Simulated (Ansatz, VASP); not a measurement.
TiO2 (Rutile): VASP beside Ansatz

File INCAR:

```
SYSTEM = TiO2
  PREC = Accurate
  ENCUT = 520
  EDIFF = 1E-6
  ISMEAR = 0
  SIGMA = 0.05
  LREAL = .FALSE.
  LASPH = .TRUE.
  NELM = 60
  ALGO = Normal
  ISIF = 2
  LWAVE = .FALSE.
  LCHARG = .FALSE.
  GGA = PE
  NBANDS = 33
```

The input KPOINTS:

```
regular mesh
0
G
  4 4 6
  0 0 0
```

File POSCAR:

```
TiO2
1.0
    4.4544340000      0.0000000000      0.0000000000
    0.0000000000      4.4544340000      0.0000000000
    0.0000000000      0.0000000000      2.9574000000
Ti O
2 4
Direct
    0.0000000000      0.0000000000      0.0000000000
    0.5000000000      0.5000000000      0.5000000000
    0.3049600000      0.3049600000      0.0000000000
    0.1950400000      0.8049600000      0.5000000000
    0.6950400000      0.6950400000      0.0000000000
    0.8049600000      0.1950400000      0.5000000000
```

Input for Ansatz:

```yaml
crystal:
  lattice:
    - [4.454434, 0.0, 0.0]
    - [0.0, 4.454434, 0.0]
    - [0.0, 0.0, 2.9574]
  atoms:
    - { symbol: Ti, position: [0.0, 0.0, 0.0] }
    - { symbol: Ti, position: [0.5, 0.5, 0.5] }
    - { symbol: O, position: [0.30496, 0.30496, 0.0] }
    - { symbol: O, position: [0.19504, 0.80496, 0.5] }
    - { symbol: O, position: [0.69504, 0.69504, 0.0] }
    - { symbol: O, position: [0.80496, 0.19504, 0.5] }
basis:
  ecutwfc: 517.016338673772
kpoints:
  mp_grid:
    grid: [4, 4, 6]
scf:
  occupations:
    method: gaussian
    width: 0.05
output:
  stress: true
```

Alike in both runs: task single point; functional PBE; k mesh 4 × 4 × 6; occupations gaussian, width 0.05 eV; no spin polarisation.

|  | VASP | Ansatz |
| --- | --- | --- |
| version | VASP 6.6.1 | Ansatz 0.2.0 |
| potentials or method | VASP PAW PBE potentials, release 64 (Ti_sv, O) | plane waves, PAW |
| plane-wave cutoff (eV) | 520 | 517 |
| valence electrons in the cell | 48 | 48 |

Ansatz gave:

- pressure (GPa): 21.3
- largest component of the traceless stress (GPa): 3.70

Question: What did VASP give for the same quantities?

Answer: Pressure (GPa): 22.1; largest component of the traceless stress (GPa): 3.52.

The functional is the same, so the differences come from potentials, cutoffs and numerics.

Caveats: so large a pressure means that the cell lies far from this level's equilibrium, or that cutoff or potentials fall short (VASP). A k mesh can miss the band edges.
